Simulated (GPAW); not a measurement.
# Cost against accuracy: kpts for InN (P6_3mc, 12 atoms in the cell)

Cell: a = 3.4490 Å, b = 3.4490 Å, c = 16.9241 Å, α = 90.00°, β = 90.00°, γ = 120.00°.

Level of theory: LDA (Perdew-Wang 92), GPAW PAW datasets LDA (gpaw-data 1.0.1) (plane waves; GPAW 25.7.0).

Base settings: mode = pw; ecut = 900 eV; xc = LDA; kpts = 5 5 1; mesh shift (steps) = 0 0 0; occupations.name = fermi-dirac; occupations.width = 0.05 eV; nbands = -20; symmetry.symmorphic = false; symmetry.tolerance = 0.0005.

Misses are taken against the tightest run, 12 12 3, which need not be fully converged itself. The energy is the free energy per atom.

The count of work is k-points × plane waves × bands × iterations; it is no time, and leaves out set-up, grids and terms that scale otherwise. Core times come from one kind of shared machine and are given to one figure; runs under 30 s give none.

The starting cell was generated: these elements placed on a structure prototype, without a prior relaxation; it need not be a known phase or ordering of this composition. Its lattice was rescaled by a random factor within 2.5 % of one. The run gives no clean gap (levels at the Fermi energy touch, overlap or are partly filled at this smearing), which alone does not show that the compound is a metal. Without a gap this mesh is coarse (it stands for a supercell whose shortest vector is 17 Å).

The runs (kpts): 1 1 1 | 2 2 1 | 3 3 1 | 4 4 1 | 5 5 1 | 6 6 2 | 8 8 2 | 9 9 2 | 11 11 2 | 12 12 3.

**Question.** Which is the coarsest setting among those run that, with all tighter ones, holds the energy within 2 meV/atom of the reference, and what does it save?

**Answer.** 6 6 2, off by 1.5 meV/atom; it needs 0.37 of the reference's count of work and about 0.4 of the reference's time.

**Question.** Which is the coarsest setting among those run that, with all tighter ones, holds the energy within 1 meV/atom of the reference, and what does it save?

**Answer.** 8 8 2, off by 0.27 meV/atom; its saving against the reference is no more than about a factor of 2 in the count of work.

**Question.** For at most 0.2 times the reference's count of work, which run misses the energy least?

**Answer.** 5 5 1, with a miss of 5.6 meV/atom at a count of 0.13.

**Question.** What does the step from 5 5 1 to 9 9 2 buy?

**Answer.** It takes the miss in the energy from 5.6 to 0.13 meV/atom, for 4.8 times the count of work and roughly 4 times the time.

| kpts | energy less reference (meV/atom) | largest difference in the force on any atom (eV/Å) | count of work / reference | core time / reference (rough) |
|---|---|---|---|---|
| 1 1 1 | 3142.38 | 3.100 | 0.019 | – |
| 2 2 1 | 328.15 | 0.328 | 0.060 | 0.09 |
| 3 3 1 | 66.97 | 0.042 | 0.084 | 0.1 |
| 4 4 1 | 16.65 | 0.015 | 0.13 | 0.2 |
| 5 5 1 | 5.57 | 0.009 | 0.13 | 0.1 |
| 6 6 2 | 1.49 | 0.002 | 0.37 | 0.4 |
| 8 8 2 | 0.27 | 0.001 | 0.53 | 0.6 |
| 9 9 2 | 0.13 | 0.001 | 0.63 | 0.7 |
| 11 11 2 | 0.03 | 0.001 | 0.84 | 0.8 |
| 12 12 3 | 0.00 | 0.000 | 1.0 | 1 |
